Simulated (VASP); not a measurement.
# CdTe (F-43m): a series in a change of volume, part 2 of 2

Wanted: the response of CdTe to a change of volume, as a table, with a fit that predicts a row left out.

VASP 6.6.1, plane waves and PAW; the level of theory is named at each step.

So far. Step 5 (Band edges, r2SCAN with spin-orbit coupling): The run ends at a pressure of 2.20 GPa.

**6. The table**

Runs beyond LDA use the data sets made with LDA; this shifts their levels slightly, and their total energies have another zero (at TB-mBJ, which has no energy functional, they mean nothing).

The other members went through these steps as far as the tables show, with the same cutoff and, step by step, the same mesh; 25 runs are not shown. The session took 3.0 core hours (wall time by ranks) on a shared machine.

```
volume over the relaxed volume  volume (Å³/atom)  pressure (GPa)  energy above the unstrained row (meV/atom)  gap on the mesh, LDA (eV)
                         0.940            31.035           3.343                                      20.873                      0.838
                         0.955            31.530           2.396                                      11.680                      0.788
                         0.970            32.026           1.529                                       5.308                      0.739
                         0.985            32.521           0.734                                       1.454                      0.691
                             1            33.016           0.003                                       0.000                      0.644
                         1.015            33.511          -0.665                                       0.693                      0.598
                         1.030            34.007          -1.277                                       3.372                      0.554
                         1.045            34.502          -1.838                                       7.867                      0.510
                         1.060            34.997          -2.355                                      14.076                      0.467
```

A cubic of the pressure in ln(V/V₀) through all rows has the slope −B at V₀: B = 47 GPa, and its curvature gives B′ = 4.8.

Band edges at TB-mBJ with spin-orbit coupling, counted from the valence-band top at Γ, spin-orbit pairs averaged, with one row partly withheld:

```csv
volume over the relaxed volume,gap (eV),conduction band at Γ (eV),Δ or X valley along z (eV),"lowest conduction level at L, [111] (eV)",second valence level below the top (eV),third valence level below the top (eV)
0.940,1.814,1.814,2.807,2.429,0.000,0.835
0.955,1.770,1.770,2.845,2.421,0.000,0.832
0.970,1.726,1.726,2.882,2.413,0.000,0.829
0.985,?,?,2.916,2.405,0.000,0.826
1,1.640,1.640,2.945,2.396,0.000,0.823
1.015,1.598,1.598,2.971,2.386,0.000,0.820
1.030,1.557,1.557,2.993,2.377,0.000,0.817
1.045,1.517,1.517,3.011,2.366,0.000,0.814
1.060,1.478,1.478,3.025,2.356,0.000,0.812
```

Conduction masses, in electron masses (the axis is [001]):

| volume over the relaxed volume | conduction mass at Γ, along the strain axis or the normal of the plane |
| --- | --- |
| 0.940 | 0.143 |
| 0.955 | 0.142 |
| 0.970 | 0.140 |
| 0.985 | 0.139 |
| 1 | 0.139 |
| 1.015 | 0.138 |
| 1.030 | 0.136 |
| 1.045 | 0.135 |
| 1.060 | 0.134 |

Band edges at r2SCAN with spin-orbit coupling, counted from the valence-band top at Γ, spin-orbit pairs averaged:

```
volume over the relaxed volume  gap (eV)  conduction band at Γ (eV)  Δ or X valley along z (eV)  lowest conduction level at L, [111] (eV)  second valence level below the top (eV)  third valence level below the top (eV)
                         0.940     1.298                      1.298                       2.388                                     2.052                                    0.000                                   0.849
                         0.955     1.246                      1.246                       2.429                                     2.038                                    0.000                                   0.846
                         0.970     1.194                      1.194                       2.469                                     2.023                                    0.000                                   0.844
                         0.985     1.144                      1.144                       2.506                                     2.009                                    0.000                                   0.841
                             1     1.094                      1.094                       2.539                                     1.994                                    0.000                                   0.839
                         1.015     1.046                      1.046                       2.572                                     1.978                                    0.000                                   0.836
                         1.030     0.998                      0.998                       2.602                                     1.963                                    0.000                                   0.834
                         1.045     0.951                      0.951                       2.628                                     1.947                                    0.000                                   0.831
                         1.060     0.906                      0.906                       2.649                                     1.931                                    0.000                                   0.829
```

Conduction masses, in electron masses (the axis is [001]):

```
volume over the relaxed volume  conduction mass at Γ, along the strain axis or the normal of the plane
                         0.940                                                                   0.099
                         0.955                                                                   0.097
                         0.970                                                                   0.095
                         0.985                                                                   0.093
                             1                                                                   0.091
                         1.015                                                                   0.088
                         1.030                                                                   0.086
                         1.045                                                                   0.084
                         1.060                                                                   0.082
```

**7. Working out the slope**

The quantity to fit is the conduction level at Γ above the mean of the three top valence levels at TB-mBJ with spin-orbit coupling: 2.092, 2.047, 2.002, 1.914, 1.871, 1.829, 1.789, 1.749 eV in the rows shown.

A least-squares parabola through the 8 rows shown, with u the logarithm of the volume ratio: E = 0.4568 u² − 2.861 u + 1.914 (eV), r.m.s. residual 2.1e-4 eV.

For the withheld row, u = -0.01511, the fit gives 1.9571 eV.

**8. The withheld row**

The calculation gives 1.9574 eV, so the prediction is 0.0003 eV too low.

**9. Outcome**

```
bulk modulus                                                                                                           : 47 GPa
gap of the unstrained cell, TB-mBJ with spin-orbit coupling                                                            : 1.64 eV
gap of the unstrained cell, r2SCAN with spin-orbit coupling                                                            : 1.09 eV
dE/d ln V of the conduction level at Γ above the mean of the three top valence levels, TB-mBJ with spin-orbit coupling : -2.86 eV
error of the predicted row                                                                                             : -0.3 meV
```

**Reading.** The slope of the energy gives 0.12 GPa at the relaxed volume where the pressure column has 0.00 GPa, a mark of the finite basis. At TB-mBJ with spin-orbit coupling the lowest conduction valley is Γ throughout, and the gap runs between 1.48 and 1.81 eV. At r2SCAN with spin-orbit coupling the lowest conduction valley is Γ throughout, and the gap runs between 0.91 and 1.30 eV. Hole masses are left out throughout, since the top bands are degenerate or cross in many series; of conduction masses, those of the Γ, L and (for Si and Ge under (001) strain) Δ valleys are kept where they change by under an eighth between rows. TB-mBJ is a potential fitted for gaps; it has no energy functional, so its total energies and forces mean nothing, and its bands tend to come out too narrow. r2SCAN opens gaps somewhat over GGA but leaves them below measured values as a rule. Δ or X levels are the lowest on their line, refined by a parabola unless they lie at X; the gap is read from all points sampled and can differ from the lowest valley by some meV, or by tens of meV where strain moves the valence top off Γ. Temperature, zero-point motion and excitons are left out.

[Lines on the potential files, build, host, timing and source positions are cut from VASP's logs without a mark.]

[Logs are printed without paths, hosts, clocks, repeated set-up lines and the standing remarks that a program may print on its own settings, such as how far it seeks lower states.]

[Hosts, paths, dates, database ids (printed as entryN), source tags and the programs' standing remarks are cut or masked in the printed files.]

[In band tables of VASP the shares of atoms and orbitals are scaled to a sum of 1 inside the atoms' spheres.]
